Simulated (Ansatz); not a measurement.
# Cu in Ansatz: the effect of functional

Crystal: Cu.

```
Cu
1.0
     2.48237    0.00000    0.00000
    -1.24118    2.14979    0.00000
     0.00000    0.00000    4.02862
Cu
2
Direct
  0.66667 0.33333 0.75000
  0.33333 0.66667 0.25000
```

This isn't the form of Cu at room conditions, which is fcc.

The cell isn't the ideal one: volume scaled by 0.94.

Alike in all runs:

```yaml
Program: Ansatz 0.2.0
Task: single point
Potentials_or_basis: Ansatz PAW
k_mesh: 12 × 12 × 7
Occupations: fermi-dirac, width 0.05 eV
Spin: no spin polarisation
```

**Question.** One run gave: pressure 2.8 GPa. Which functional did it use?
A. LDA
B. r2SCAN
C. PBEsol

**Answer.** A.

```csv
functional,cutoff,pressure (GPa)
LDA,420 eV (not typed: the program's choice for these potentials),2.8
PBEsol,420 eV (not typed: the program's choice for these potentials),10.1
r2SCAN,500 eV (not typed: the program's choice for these potentials),12.2
```

Caveats: the PAW data sets come from PBE, with cores solved anew for the run's functional, which leaves a small shift of forces and pressure.
